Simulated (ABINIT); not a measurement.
Crystal: CdF2.

```
CELL_PARAMETERS angstrom
0.00000 2.69400 2.69400
2.69400 0.00000 2.69400
2.69400 2.69400 0.00000
ATOMIC_POSITIONS crystal
Cd 0.00000 0.00000 0.00000
F 0.75000 0.75000 0.75000
F 0.25000 0.25000 0.25000
```

Base run:

```yaml
Program: ABINIT 10.8.3 (patched build)
Functional: PBE
Potentials_or_basis: JTH PAW PBE v2.0
Cutoff: 626 eV
k_mesh: 7 × 7 × 7
Occupations: fermi-dirac, width 0.05 eV
Spin: no spin polarisation
```

Its results: band gap on the k mesh 3.13 eV, indirect (least direct gap 3.56 eV); pressure 5.1 GPa.

Task: The run is repeated on the same cell with these changes: k mesh from 7 × 7 × 7 to 12 × 12 × 12. What comes out?

Result: Band gap on the k mesh 3.07 eV, indirect (least direct gap 3.56 eV); pressure 5.1 GPa.

Caveats: an odd mesh through Γ misses points on the zone boundary, where band edges often lie (some runs).
